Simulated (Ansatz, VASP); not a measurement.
# Cross-check of NaCl between VASP and Ansatz

Aim: how closely do two programs agree when they are given the same cell, functional and k mesh?

Calculated with Ansatz 0.2.0; plane waves, with VASP 6.6.1 beside it; relaxation of cell and atoms at r2SCAN.

The database entry behind the starting cell differs from later determinations by our own check (an axis about 0.4 % short against later determinations), so it need not match the best structure at ambient conditions.

### 1. Set-up

Symmetry: Fm-3m, No. 225, cubic system. Conventional cell: a = 5.620 Å, b = 5.620 Å, c = 5.620 Å, α = 90.00°, β = 90.00°, γ = 90.00°. Nearest to Na lie 6 Cl at 2.81 Å. Cl has 6 Na at 2.81 Å nearest. Farther neighbours and most contacts between anions are not listed.

### 2. Ansatz: relaxation of cell and atoms, r2SCAN

Ansatz runs on its default PAW (the set named soft_2) files.

The relaxed volume is the usual yardstick between codes: its relative difference is about their pressure difference at one cell divided by the bulk modulus.

input.yaml reads:

```yaml
crystal:
  lattice:
    - [0.0, 2.81, 2.81]
    - [2.81, 0.0, 2.81]
    - [2.81, 2.81, 0.0]
  atoms:
    - { symbol: Na, position: [0.0, 0.0, 0.0] }
    - { symbol: Cl, position: [0.5, 0.5, 0.5] }
hamiltonian:
  xc: r2scan
  pseudopotentials: { kind: paw }
kpoints:
  mp_grid: { grid: [7, 7, 7] }
scf:
  occupations: { method: fermi_dirac, width: 0.05 }
relax:
  f_tol: 0.01
  max_steps: 60
  cell: { stress_tol: 0.05 }
output:
  forces: true
  stress: true
  write_density: true
  write_potential: true
  elf: true
  volumetric_format: npy
```

On the command line:

```sh
ansatz run input.yaml --threads 4 --pin off --max-ram 9216MiB --backend cpu --events-out ev --progress --plain --runs-dir out
```

Numbers of over 12 decimals in the logs are rounded to 6 here.

Log:

```text
Engine: ansatz 0.2.0, aarch64-unknown-linux-gnu
Pseudopotentials: kind: paw
Pseudopotential: Na, paw, valence charge 9, recommended cutoff 500 eV (meta_gga), Na.paw.azcp
Pseudopotential: Cl, paw, valence charge 7, recommended cutoff 500 eV (meta_gga), Cl.paw.azcp
Functional definition: r2SCAN
  parameter k0 = 0.174
  parameter k1 = 0.065
  parameter a1 = 4.9479
  exchange = r2scan_x(k0 = k0, k1 = k1, a1 = a1)
  correlation = r2scan_c
Crystal: 2 atoms, lattice volume = 44.376 Å³
Basis set: ecut = 500 eV, 1139 PW (Γ), exchange–correlation on 120×120×120 points (64 copies of the dense FFT grid, shifted against one another)
Bands: 12, of which v1, the nominal top of the filled ones, is band 8 counted from 1 (7 counted from 0)
Symmetry: 48 space group operations
Space group: Fm-3m (ITA 225), of the structure as read, at distance tolerance 3.5e-5 Å
k-points: 20 of 343
Non-local potential: Na, projectors of the file, l = 0: 3, l = 1: 2, l = 2: 1
Non-local potential: Cl, projectors of the file, l = 0: 2, l = 1: 2, l = 2: 2
PAW form: soft (Blöchl's): semilocal exchange-correlation on the pseudo side does not see the compensation charge
PAW frozen core: Na, regenerated for the run's functional (the file was generated under x = pbe(κ = 0.804, μ = 0.219515), c = pbe(β = 0.066725))
PAW frozen core: Cl, regenerated for the run's functional (the file was generated under x = pbe(κ = 0.804, μ = 0.219515), c = pbe(β = 0.066725))
PAW one-centre angular grid: Na, 302 points (default); XC on 339 of its mesh's 2595 points in the sphere
PAW one-centre angular grid: Cl, 302 points (default); XC on 160 Gauss nodes
Initial density: superposition of atomic densities (neutral atoms: chi_scale 0, normalization atom), corrected by the library's trained network
Initial wavefunctions: pseudopotential atomic-orbital guess
Functional: x = r2scan, c = r2scan; τ floored in thin density (d = 2e-4 eV/Å³)
SCF iter   1: F=—  HF=-2576.318047 eV  |F-HF|=—  |Δ(HF+E_count)|=         —  Δρ=7.20e-3  dr2=1.02e-2  dr2_τ=1.87e-3  ethr=1.77e-3  ⟨swp⟩=5.6  Hψ=1418  notcnv=0
preconditioner: auto → none  [insulator: Δε(μ)=5.923 eV  Ē_g=14.585 eV  σ=0.050 eV  W_gap=1.00  n_scr=14 (ndim 8)  ℏωp=15.8 eV  f_vac=0.027  D(μ)=0.00/eV (n_scr^D=0)  ε∞_Penn≈2.2]
SCF iter   2: F=—  HF=-2576.327266 eV  |F-HF|=—  |Δ(HF+E_count)|=   9.22e-3  Δρ=1.96e-3  dr2=8.71e-4  dr2_τ=2.13e-4  ethr=6.38e-5  ⟨swp⟩=2.0  Hψ=640  notcnv=0
SCF iter   3: F=—  HF=-2576.327384 eV  |F-HF|=—  |Δ(HF+E_count)|=   1.18e-4  Δρ=6.29e-4  dr2=1.03e-4  dr2_τ=1.82e-5  ethr=5.44e-6  ⟨swp⟩=2.5  Hψ=347  notcnv=0
SCF iter   4: F=—  HF=-2576.327394 eV  |F-HF|=—  |Δ(HF+E_count)|=   9.81e-6  Δρ=2.67e-4  dr2=1.17e-5  dr2_τ=1.69e-6  ethr=6.41e-7  ⟨swp⟩=2.1  Hψ=315  notcnv=0
SCF iter   5: F=—  HF=-2576.327406 eV  |F-HF|=—  |Δ(HF+E_count)|=   1.19e-5  Δρ=1.30e-5  dr2=4.13e-8  dr2_τ=9.10e-9  ethr=7.31e-8  ⟨swp⟩=2.9  Hψ=400  notcnv=0
SCF iter   6: F=-2576.327406 eV  HF=-2576.327406 eV  |F-HF|=1.81e-9  |Δ(HF+E_count)|=   1.55e-8  Δρ=2.44e-6  dr2=3.30e-9  dr2_τ=1.82e-10  ethr=2.58e-10  ⟨swp⟩=5.0  Hψ=1251  notcnv=0
SCF 1 converged in 6 iterations: F = -2576.327406 eV  dr2 = 3.30e-9
  greatest PAW one-centre occupation: 1.000 electrons in one spin orbital (limit 2), on the Na atom at site 0 (counted from 0), in its partial waves of l = 0
relax step   1: F+E_penalty+E_count = -2576.32740601 eV  Δ(F+E_penalty+E_count) = +0.000e0 eV  max|allowed force component| = 2.095e-30 eV/Å  Δτ_max = 0.0000 Å  P = -0.175 GPa  Ω = 44.376 Å³  (6 SCF iters, dr2 threshold 1.00e-7 eV, accepted)
[...]
relax step   2: F+E_penalty+E_count = -2576.32756907 eV  Δ(F+E_penalty+E_count) = -1.631e-4 eV  max|allowed force component| = 1.939e-30 eV/Å  Δτ_max = 0.0000 Å  P = -0.051 GPa  Ω = 44.175 Å³  energy of the carried Pulay correction = +2.066e-5 eV  (5 SCF iters, dr2 threshold 7.62e-8 eV, accepted)
[...]
relax step   3: F+E_penalty+E_count = -2576.32759124 eV  Δ(F+E_penalty+E_count) = -2.218e-5 eV  max|allowed force component| = 1.253e-30 eV/Å  Δτ_max = 0.0000 Å  P = +0.000 GPa  Ω = 44.092 Å³  energy of the carried Pulay correction = +2.926e-5 eV  (5 SCF iters, dr2 threshold 6.61e-9 eV, accepted)
[...]
relax step   4: F+E_penalty+E_count = -2576.32755285 eV  Δ(F+E_penalty+E_count) = +3.839e-5 eV  max|allowed force component| = 3.008e-30 eV/Å  Δτ_max = 0.0000 Å  P = -0.000 GPa  Ω = 44.092 Å³  stress off target by 4.84e-4 GPa  SCF on the basis re-selected at this cell (its energy is not comparable with the rows above)  (7 SCF iters)
basis re-selected at this cell: Δ(F+E_penalty+E_count) = +3.839e-5 eV, ΔP = -0.001 GPa vs the last step (what re-selecting the basis moved, of the pressure what is left beyond the Pulay correction that the steps carried, after the strain that the cell walked since its last selection, with what the two solves' SCF thresholds leave and, on support functions, any second-order correction that the steps lacked; it is no m [...]
SCF converged after 7 iterations
Free energy (F): -2576.327553 eV
Harris-Foulkes:  -2576.327553 eV  (|F-HF|=2.73e-12)
Internal energy: -2576.327553 eV  (E = F + TS)
E sigma→0 (E₀):  -2576.327553 eV
Fermi energy:    3.855783 eV
--- Per-component energies (eV) ---
  E_band       = -248.259941
  E_kinetic    = 282.814186
  E_local      = -1523.231224  (includes V_loc(G=0)·N_el)
  E_nonlocal   = 144.212681
  E_hartree    = 537.684898
  E_xc         = -141.785144
  E_vxc        = -191.290936  (∫ρ·V_xc dr)
  E_paw        = -934.358853  (= ΣΔE_a)
  E_vpaw       = -48.286672  (= ΣTr[D̂ρ^β])
  E_aug_tail   = 0.000042  (compensation charges beyond the density's cutoff)
  E_vtau       = 12.152183  (kinetic-family band-sum trace: ∫τ·v_τ [+ j·A + Jᵃ·Aᵃ] dr)
  E_ewald      = -941.501466
  E_core_change = -0.162674  (= ΣΔE_core)
  E_smearing   = -0.000000  (= −TS)
  E_closure    = -0.000000  (closes the sum)
  Σ components = -2576.327553   (vs F -2576.327553, Δ=0.00e0)
--- Forces (eV/Å), atoms counted from 1 ---
  atom   1  Na    -0.00000000     0.00000000     0.00000000
  atom   2  Cl     0.00000000    -0.00000000     0.00000000
  max |Σ_I F_I| component: 5.55e-30 eV/Å
--- Stress (GPa, compression-positive) ---
       -0.000484      -0.000000      -0.000000
       -0.000000      -0.000484      -0.000000
       -0.000000      -0.000000      -0.000484
  P = ⅓ Tr σ = -0.0005 GPa (-0.005 kbar)
--- Band table (eV; the first three rows and the last of 20) ---
  k-point 0: bands = [... 4 lower, -12.4461, 0.8087, 0.8087, 0.8087, 6.7782, 12.5467, 12.5467, 12.5467]
  k-point 1: bands = [... 4 lower, -12.3816, 0.3427, 0.7530, 0.7530, 7.4085, 11.9129, 12.7989, 12.7989]
  k-point 2: bands = [... 4 lower, -12.2318, -0.5130, 0.6328, 0.6328, 8.4476, 11.5769, 12.8338, 12.8338]
  k-point 19: bands = [... 4 lower, -12.0235, -0.5083, -0.4326, 0.1679, 10.4041, 10.8815, 11.6083, 13.4705]
--- Relaxed structure (3 steps of the walk, 3 accepted, 1 SCFs on fresh bases) ---
  F+E_penalty+E_count = -2576.32755285 eV   max|allowed force component| = 3.008e-30 eV/Å   (the final SCF, on the basis selected at the relaxed cell)
  cell:  # Å, volume = 44.0916 Å³
    - [0, 2.803982, 2.803982]
    - [2.803982, 0, 2.803982]
    - [2.803982, 2.803982, 0]
  atoms:
    - { symbol: Na, position: [0, 0, 0] }
    - { symbol: Cl, position: [0.5, 0.5, 0.5] }
```

Elapsed: 2.2 s, on 4 threads of Arm Neoverse V2, shared host; peak memory 0.41 GiB; 7.4 s of CPU time.

### 3. VASP: relaxation of cell and atoms, r2SCAN

The same cell, functional, mesh and smearing now go to VASP, with its own data sets and cutoff.

Lines of VASP's logs that name or quote its potential files are left out, and so is its time.

INCAR reads:

```
SYSTEM = NaCl
PREC = Accurate
ENCUT = 520
EDIFF = 1E-06
NELM = 100
ISMEAR = -1
SIGMA = 0.05
LREAL = .FALSE.
ALGO = Normal
METAGGA = R2SCAN
LASPH = .TRUE.
NBANDS = 13
LORBIT = 11
LWAVE = .FALSE.
LCHARG = .FALSE.
KPAR = 2
IBRION = 2
NSW = 60
ISIF = 3
EDIFFG = -0.01
```

POSCAR reads:

```
NaCl
1.0
    0.0000000000      2.8100000000      2.8100000000
    2.8100000000      0.0000000000      2.8100000000
    2.8100000000      2.8100000000      0.0000000000
Na Cl
1 1
Direct
    0.0000000000      0.0000000000      0.0000000000
    0.5000000000      0.5000000000      0.5000000000
```

KPOINTS reads:

```
Automatic mesh
0
Gamma
7 7 7
0 0 0
```

Potentials, in the order of the species: Na_pv and Cl (PBE family, release 64).

On the command line:

```sh
mpirun -np 2 vasp_std
```

Log:

```text
[banner, memory and clock lines left out]
running    2 mpi-ranks, on    1 nodes
 distrk:  each k-point on    1 cores,    2 groups
 distr:  one band on    1 cores,    1 groups

 POSCAR found type information on POSCAR NaCl
 POSCAR found :  2 types and       2 ions
|                                                                             |
|               ----> ADVICE to this user running VASP <----                  |
|                                                                             |
|     You enforced a specific xc type in the INCAR file but a different       |
|     [... a line on the potential file left out ...]
|     I HOPE YOU KNOW WHAT YOU ARE DOING!                                     |
|                                                                             |

 LDA part: xc-table for (None), standard interpolation
 POSCAR, INCAR and KPOINTS ok, starting setup
 FFT: planning ... GRIDC
 FFT: planning ... GRID_SOFT
 FFT: planning ... GRID
 WAVECAR not read
 entering main loop
       N       E                     dE             d eps       ncg     rms          rms(c)
DAV:   1     0.949497044782E+02    0.94950E+02   -0.74091E+03   520   0.111E+03
DAV:   2    -0.655116493323E+01   -0.10150E+03   -0.93588E+02   551   0.286E+02
DAV:   3    -0.157910739527E+02   -0.92399E+01   -0.91645E+01   690   0.820E+01
DAV:   4    -0.159617718536E+02   -0.17070E+00   -0.17062E+00   560   0.119E+01
DAV:   5    -0.159651624807E+02   -0.33906E-02   -0.33905E-02   704   0.170E+00    0.226E+00
DAV:   6    -0.137987589171E+02    0.21664E+01   -0.56294E-01   520   0.797E+00    0.234E+00
DAV:   7    -0.137822264060E+02    0.16533E-01   -0.15906E-01   610   0.296E+00    0.123E+00
DAV:   8    -0.137876502829E+02   -0.54239E-02   -0.64310E-03   605   0.638E-01    0.467E-01
DAV:   9    -0.137894912330E+02   -0.18410E-02   -0.41335E-03   525   0.610E-01    0.131E-01
DAV:  10    -0.137895443574E+02   -0.53124E-04   -0.11121E-04   690   0.861E-02    0.373E-02
DAV:  11    -0.137895525735E+02   -0.82161E-05   -0.74972E-05   560   0.729E-02    0.400E-02
DAV:  12    -0.137895532299E+02   -0.65640E-06   -0.44257E-06   635   0.167E-02
   1 F= -.13789553E+02 E0= -.13789553E+02  d E =-.137896E+02
[...]
2 F= -.13790221E+02 E0= -.13790221E+02  d E =-.667993E-03
[...]
3 F= -.13790315E+02 E0= -.13790315E+02  d E =-.761681E-03
 curvature:  -0.51 expect dE=-0.226E-04 dE for cont linesearch -0.226E-04
 ZBRENT: increasing intervall
 opt :   1.7829  next Energy=   -13.790337 (dE=-0.784E-03)
 bond charge predicted
       N       E                     dE             d eps       ncg     rms          rms(c)
DAV:   1    -0.137915628062E+02   -0.12486E-02   -0.28435E-02   610   0.237E+00    0.234E-01
DAV:   2    -0.137906055597E+02    0.95725E-03   -0.12376E-03   590   0.370E-01    0.999E-02
DAV:   3    -0.137904143014E+02    0.19126E-03   -0.42381E-04   640   0.222E-01    0.479E-02
DAV:   4    -0.137904075859E+02    0.67155E-05   -0.12518E-05   680   0.414E-02    0.421E-03
DAV:   5    -0.137904095979E+02   -0.20120E-05   -0.85659E-07   385   0.726E-03    0.287E-03
DAV:   6    -0.137904107085E+02   -0.11106E-05   -0.96420E-08   265   0.381E-03    0.167E-03
DAV:   7    -0.137904115708E+02   -0.86228E-06   -0.20974E-08   260   0.177E-03
   4 F= -.13790412E+02 E0= -.13790412E+02  d E =-.858341E-03
 curvature:  -0.50 expect dE=-0.649E-06 dE for cont linesearch -0.649E-06
 trial: gam= 0.00000 g(F)=  0.275E-60 g(S)=  0.131E-05 ort =-0.321E-04 (trialstep = 0.116E+01)
 search vector abs. value=  0.131E-05
 reached required accuracy - stopping structural energy minimisation
```

OUTCAR, selected parts (step 3):

```text
ion  position               nearest neighbor table
   1  0.000  0.000  0.000-
   2  0.500  0.500  0.500-

  LATTYP: Found a face centered cubic cell.
 ALAT       =     5.6200000000

 Subroutine GETGRP returns: Found 48 space group operations
 (whereof 48 operations were pure point group operations)

The static configuration has the point symmetry O_h .

 Found     20 irreducible k-points:

   k-points           NKPTS =     20   k-points in BZ     NKDIM =     20   number of bands    NBANDS=     13

   dimension x,y,z NGX =    30 NGY =   30 NGZ =   30
   dimension x,y,z NGXF=    60 NGYF=   60 NGZF=   60

   ENCUT  =  520.0 eV  38.22 Ry    6.18 a.u.   7.39  7.39  7.39*2*pi/ulx,y,z

   NELECT =      14.0000    total number of electrons

 k-points in reciprocal lattice and weights: Automatic mesh
   0.00000000  0.00000000  0.00000000       0.003
   0.14285714  0.00000000  0.00000000       0.023
   0.28571429  0.00000000  0.00000000       0.023
   0.42857143  0.00000000  0.00000000       0.023
   0.14285714  0.14285714  0.00000000       0.017
   0.28571429  0.14285714  0.00000000       0.070
   0.42857143  0.14285714  0.00000000       0.070
  -0.42857143  0.14285714  0.00000000       0.070
  -0.28571429  0.14285714  0.00000000       0.070
[...]
-0.42857143  0.42857143  0.14285714       0.070
  -0.28571429  0.42857143  0.14285714       0.070

 average (electrostatic) potential at core
       1 -52.0056       2 -96.8119

 E-fermi :   0.0454

 k-point     1 :       0.0000    0.0000    0.0000
  band No.  band energies     occupation
    ...
      3     -22.4983      2.00000
      4     -14.3020      2.00000
      5      -1.0236      2.00000
      6      -1.0236      2.00000
      7      -1.0236      2.00000
      8       4.9990      0.00000
      9      10.7593      0.00000
     10      10.7593      0.00000
     11      10.7593      0.00000
     12      13.0392      0.00000
    ...

 k-point     2 :       0.1429    0.0000    0.0000
  band No.  band energies     occupation
    ...
      3     -22.4987      2.00000
      4     -14.2362      2.00000
      5      -1.4927      2.00000
      6      -1.0815      2.00000
      7      -1.0814      2.00000
      8       5.6298      0.00000
      9      10.1168      0.00000
     10      11.0252      0.00000
     11      11.0253      0.00000
     12      12.7977      0.00000
    ...

 k-point     3 :       0.2857    0.0000    0.0000
  band No.  band energies     occupation
    ...
      3     -22.4995      2.00000
      4     -14.0832      2.00000
      5      -2.3556      2.00000
      6      -1.2066      2.00000
      7      -1.2066      2.00000
      8       6.6622      0.00000
      9       9.7912      0.00000
     10      11.1049      0.00000
     11      11.1052      0.00000
     12      13.3683      0.00000
    ...

  Total        0.0042481      0.0042481      0.0042481      0.0000000     -0.0000000      0.0000000
  in kB        0.1554579      0.1554579      0.1554579      0.0000000     -0.0000000      0.0000000
  external PRESSURE =       0.1554579 kB  Pullay stress =       0.0000000 kB

  energy-cutoff  :      520.00
  volume of cell :       43.78
      direct lattice vectors                 reciprocal lattice vectors
     0.000000000  2.797388292  2.797388292    -0.178738147  0.178738147  0.178738147
     2.797388292  0.000000000  2.797388292     0.178738147 -0.178738147  0.178738147
     2.797388292  2.797388292  0.000000000     0.178738147  0.178738147 -0.178738147

 POSITION                                       TOTAL-FORCE (eV/Angst)
 -----------------------------------------------------------------------------------
      0.00000      0.00000      0.00000         0.000000     -0.000000     -0.000000
      2.79739      2.79739      2.79739        -0.000000      0.000000      0.000000
 -----------------------------------------------------------------------------------
    total drift:                               -0.000000      0.000000      0.000000

  FREE ENERGIE OF THE ION-ELECTRON SYSTEM (eV)
  ---------------------------------------------------
  free  energy   TOTEN  =       -13.7904115708 eV

  energy  without entropy=      -13.7904115708  energy(sigma->0) =      -13.79041157

 reached required accuracy - stopping structural energy minimisation

 total charge
# of ion       s       p       d       tot
------------------------------------------
    1        0.037   5.981   0.000   6.018
    2        1.594   3.618   0.000   5.212
--------------------------------------------------
tot          1.631   9.599   0.000  11.230

[... 3 further parts left out ...]
```

CONTCAR:

```
NaCl
   1.00000000000000
     0.0000000000000000    2.7973882922919815    2.7973882922919815
     2.7973882922919815    0.0000000000000000    2.7973882922919815
     2.7973882922919815    2.7973882922919815    0.0000000000000000
  Na              Cl
     1     1
Direct
     0.0000000000000000    0.0000000000000000    0.0000000000000000
     0.5000000000000000    0.5000000000000000    0.5000000000000000
```

### 4. Side by side

Known differences besides the potentials themselves: VASP keeps PBE cores, Ansatz makes them for the functional; both relaxations stop at a tolerance, which leaves soft axes loose, and VASP keeps its plane-wave basis; the data sets hold 16 valence electrons in Ansatz (default PAW (the set named soft_2) files) and 14 in VASP; the cutoff is 500 eV in Ansatz and 520 eV in VASP; Ansatz adds a Pulay correction to the stress that steers its cell, VASP none. Total energies have different zeros and are not compared.

Compared:

| quantity | Ansatz | VASP | difference |
| --- | --- | --- | --- |
| volume (Å³) | 44.09 | 43.78 | +0.71 % |
| edge a after relaxation, in the typed setting (Å) | 3.965 | 3.956 | +0.24 % |

The walks stopped with 0.00 GPa left in Ansatz and 0.02 GPa in VASP; each walk ends within a tolerance, so the volume difference is uncertain by about these residues over the bulk modulus, most in soft cells.

### 5. Summary of results

| Quantity | Value |
| --- | --- |
| difference in volume (relaxation of cell and atoms, r2SCAN) | 0.71 % |

In words: The difference in volume is 0.71 % (relaxation of cell and atoms, r2SCAN), within the 1.2 % picked in this series as the mark of a large difference, as far as the stopping tolerances let one tell. How closely two codes agree says nothing of how well the functional describes the real material.

[Lines on the potential files, build, host, timing and source positions are cut from VASP's logs without a mark.]

[Logs are printed without paths, hosts, clocks, repeated set-up lines and the standing remarks that a program may print on its own settings, such as how far it seeks lower states.]

[Hosts, paths, dates, database ids (printed as entryN), source tags and the programs' standing remarks are cut or masked in the printed files.]
